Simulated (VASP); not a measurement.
Input of a VASP 6.6.1 run:

Contents of INCAR:

```
SYSTEM = KBr
PREC = Accurate
ENCUT = 520
EDIFF = 1E-7
ISMEAR = 0
SIGMA = 0.02
LREAL = .False.
LASPH = .True.
NELM = 100
ALGO = Normal
ISIF = 2
LWAVE = .False.
LCHARG = .True.
GGA = PE
LELF = .True.
LVHAR = .True.
NBANDS = 15
```

KPOINTS

```
regular mesh
0
Gamma
  6 6 6
  0 0 0
```

File POSCAR:

```
KBr
1.0
    0.0000000000      3.2925000000      3.2925000000
    3.2925000000      0.0000000000      3.2925000000
    3.2925000000      3.2925000000      0.0000000000
K Br
1 1
Direct
    0.0000000000      0.0000000000      0.0000000000
    0.4681457859      0.4893242217      0.5952194381
```

Potentials or basis: VASP PAW PBE potentials, release 64 (K_sv, Br).

Run with:

```console
$ cat potpaw_PBE.64/K_sv/POTCAR potpaw_PBE.64/Br/POTCAR > POTCAR
$ mpirun -np 1 vasp_std > vasp.out
```

Q: Predict the largest force.

A: 0.507 eV/Å.

Q: Estimate the pressure.

A: 1.7 GPa.

Q: Predict the band gap on the k mesh.

A: 4.48 eV, direct.

Stress tensor (GPa, compression positive):
```
 2.36 -0.35  0.22
-0.35  1.58  0.15
 0.22  0.15  1.07
```
